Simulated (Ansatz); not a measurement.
**Nudged elastic band run: Si**

input.yaml

```yaml
crystal:
  lattice:
    - [0.0, 5.43, 5.43]
    - [5.43, 0.0, 5.43]
    - [5.43, 5.43, 0.0]
  atoms:
    - { symbol: Si, position: [0.00249863, 0.00254379, 0.00259346] }
    - { symbol: Si, position: [0.12516462, 0.12541445, 0.12570513] }
    - { symbol: Si, position: [0.00190626, 0.00192327, 0.4944297] }
    - { symbol: Si, position: [0.1280873, 0.12806769, 0.62235922] }
    - { symbol: Si, position: [0.00200686, 0.49412776, 0.00204762] }
    - { symbol: Si, position: [0.12812728, 0.62226787, 0.12808338] }
    - { symbol: Si, position: [-0.00123477, 0.50045418, 0.50048547] }
    - { symbol: Si, position: [0.12796698, 0.62193054, 0.62205573] }
    - { symbol: Si, position: [0.49386874, 0.00211345, 0.00213718] }
    - { symbol: Si, position: [0.62218272, 0.12814779, 0.12812342] }
    - { symbol: Si, position: [0.50045793, -0.00128553, 0.50052194] }
    - { symbol: Si, position: [0.62188311, 0.12795084, 0.62211693] }
    - { symbol: Si, position: [0.50049583, 0.50052857, -0.00134515] }
    - { symbol: Si, position: [0.62195014, 0.62205863, 0.12793515] }
    - { symbol: Si, position: [0.50030874, 0.50031653, 0.50032665] }
    - { symbol: Si, position: [0.62497852, 0.62494026, 0.62489462] }
    - { symbol: Si, position: [0.87518281, 0.87540729, 0.87566315] }
basis:
  ecutwfc: 420.0
kpoints:
  mp_grid: { grid: [2, 2, 2] }
hamiltonian:
  xc: pbesol
scf:
  occupations: { method: gaussian, width: 0.02 }
  lower_state_search: "off"
  max_iter: 73
neb:
  images: 3
  f_tol: 0.4
  max_iterations: 50
  order_check: false
  final_atoms:
    - { symbol: Si, position: [-0.00065867, 0.00035764, -0.00022932] }
    - { symbol: Si, position: [0.12382989, 0.12496925, 0.12428335] }
    - { symbol: Si, position: [0.00219253, 0.00342697, 0.49676721] }
    - { symbol: Si, position: [0.12379703, 0.12491416, 0.62616115] }
    - { symbol: Si, position: [0.00219759, 0.49745129, 0.00270697] }
    - { symbol: Si, position: [0.12382243, 0.6267476, 0.12426873] }
    - { symbol: Si, position: [0.00220151, 0.49740228, 0.49675564] }
    - { symbol: Si, position: [0.13040069, 0.62336518, 0.62265306] }
    - { symbol: Si, position: [0.49631028, 0.00339947, 0.00267361] }
    - { symbol: Si, position: [0.6257307, 0.12491503, 0.12422061] }
    - { symbol: Si, position: [0.4962784, 0.00340648, 0.4967048] }
    - { symbol: Si, position: [0.62210949, 0.1318206, 0.62256681] }
    - { symbol: Si, position: [0.49630518, 0.49740049, 0.00268236] }
    - { symbol: Si, position: [0.62213213, 0.62331036, 0.13103084] }
    - { symbol: Si, position: [0.49907702, 0.50051343, 0.49971893] }
    - { symbol: Si, position: [0.6221242, 0.62329639, 0.62257903] }
    - { symbol: Si, position: [0.74905413, 0.75052782, 0.74971483] }
```

Launched with:

```bash
$ ansatz run input.yaml --threads 1 --pin off --max-ram 3072MiB --backend cpu --events-out ev --progress --plain --runs-dir out
```

Output, in part (warnings, iteration lines):

```
NEB end point (image 0): max|allowed force component| = 1.583e-2 eV/Å (the criterion of neb.relax_end_points is 8.000e-2)
NEB end point (image 4): max|allowed force component| = 1.567e-3 eV/Å (the criterion of neb.relax_end_points is 8.000e-2)
NEB iter   1: max|band force component| = 1.529e0 eV/Å  barrier→ = 0.9752 eV  barrier← = 0.9754 eV  Δτ_max = 0.1286 Å  (35 SCF iters)
NEB iter   2: max|band force component| = 6.026e-1 eV/Å  barrier→ = 0.4875 eV  barrier← = 0.4876 eV  Δτ_max = 0.1726 Å  (20 SCF iters)
NEB iter   3: max|band force component| = 1.600e-1 eV/Å  barrier→ = 0.3169 eV  barrier← = 0.3171 eV  CI = image 2  Δτ_max = 0.0000 Å  (20 SCF iters)
```

The forces met the threshold. The threshold of 0.4 eV/Å is loose, so the images may lie well off the minimum-energy path. The order of the stationary point at the top wasn't checked. Limits of this set-up: coarse k mesh.

Final band (atoms are numbered from 1 in the order of the input):

```csv
image,path coordinate (Å),energy (eV),Si1–Si17 (Å),Si16–Si17 (Å)
0,0.00,0.00,2.39,4.70
1,0.71,0.19,2.54,4.06
2,1.43,0.32,3.25,3.26
3,2.14,0.20,4.05,2.56
4,2.85,0.00,4.70,2.39
```

Run time: 85 s on 1 thread of Arm Neoverse V1, on a shared host, peak memory 0.7 GiB.
